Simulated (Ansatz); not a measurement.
**ZnSiP2: further runs on the relaxed cell**

The task here is to estimate one member of a computed series from the others.

Computed with Ansatz 0.2.0 (DFT r2SCAN, scalar-relativistic, plane waves, PAW, unless a step's input says otherwise).

**The structure to begin with**

Symmetry: I-42d, No. 122, tetragonal system. The conventional cell has a = 5.377 Å, b = 5.377 Å, c = 10.468 Å, α = 90.00°, β = 90.00°, γ = 90.00°. Around Zn (site symmetry -4) lie 4 P at 2.36 Å. Around Si (site symmetry -4) lie 4 P at 2.26 Å. Around P (site symmetry 2) lie 2 Si at 2.26 Å and 2 Zn at 2.36 Å.

Structure file:

```
Zn Si P
1.0
    -2.68862    2.68862    5.23382
     2.68862   -2.68862    5.23382
     2.68862    2.68862   -5.23382
Zn Si P
2 2 4
Direct
  0.00000 0.00000 0.00000
  0.75000 0.25000 0.50000
  0.50000 0.50000 0.00000
  0.25000 0.75000 0.50000
  0.37500 0.39184 0.51684
  0.87500 0.85816 0.48316
  0.60816 0.12500 0.98316
  0.14184 0.62500 0.01684
```

It goes back to an entry of the Materials Project.

It is the result of an earlier relaxation at this level (volume 18.92 Å³/atom; gap on the mesh: 1.56 eV).

The first run:

Input file input.yaml:

```yaml
crystal:
  lattice:
    - [-2.6614555078, 2.6614555078, 5.1809497327]
    - [2.6614555078, -2.6614555078, 5.1809497327]
    - [2.6614555078, 2.6614555078, -5.1809497327]
  atoms:
    - { symbol: Zn, position: [0.0, 0.0, 0.0] }
    - { symbol: Zn, position: [0.75, 0.25, 0.5] }
    - { symbol: Si, position: [0.5, 0.5, 0.0] }
    - { symbol: Si, position: [0.25, 0.75, 0.5] }
    - { symbol: P, position: [0.375, 0.3918353839, 0.5168353839] }
    - { symbol: P, position: [0.875, 0.8581646161, 0.4831646161] }
    - { symbol: P, position: [0.6081646161, 0.125, 0.9831646161] }
    - { symbol: P, position: [0.1418353839, 0.625, 0.0168353839] }
basis:
  ecutwfc: 500
kpoints:
  mp_grid: { grid: [8, 8, 8] }
hamiltonian:
  xc: r2scan
scf:
  occupations: { method: gaussian, width: 0.02 }
output:
  forces: true
  stress: true
  eigenvalues: true
relax:
  adjacent_minimum: "off"
  f_tol: 0.01
  max_steps: 30
  cell: { stress_tol: 0.1, fix: [volume] }
```

Run with:

```sh
$ ansatz run input.yaml --threads 2 --pin off --max-ram 5120MiB --backend cpu --events-out ev --progress --plain --runs-dir out
```

Among the steps run: Volume × 0.97; Point at V/V0 = 1.03; Point at V/V0 = 0.94; Volume × 1.06; The cell scaled to 0.91 of its volume; The cell scaled to 1.10 of its volume; The cell scaled to 0.88 of its volume.

One table of the session follows, with a row left open; its other results are not shown here.

It belongs to the step «Equation of state». 

| volume (Å³/atom) | energy above the lowest point (meV/atom) | pressure (GPa) | gap on the mesh (eV) |
| --- | --- | --- | --- |
| 16.647 | 99.8 | 15.79 | 1.23 |
| 17.214 | 52.9 | 10.84 | 1.32 |
| 17.782 | 22.2 | 6.62 | 1.41 |
| 18.349 | 5.2 | 3.04 | 1.49 |
| 18.917 | 0.0 | -0.01 | 1.56 |
| 19.484 | ? | ? | ? |
| 20.052 | 18.0 | -4.80 | 1.68 |
| 20.808 | 46.6 | -7.24 | 1.75 |

Estimate the missing values for volume (Å³/atom) = 19.484.

Worked estimate for «energy above the lowest point (meV/atom)». A straight line through the neighbours (18.917, 0.0) and (20.052, 18.0) gives 0.0 + (18.0 − 0.0) × (19.484 − 18.917) / (20.052 − 18.917) = 9.0; a parabola fitted to 4 rows on both sides gives 4.9.

As computed: energy above the lowest point (meV/atom): 4.7; pressure (GPa): -2.60; gap on the mesh (eV): 1.62. In «energy above the lowest point (meV/atom)» the line misses by +4.3 and the parabola by +0.2.
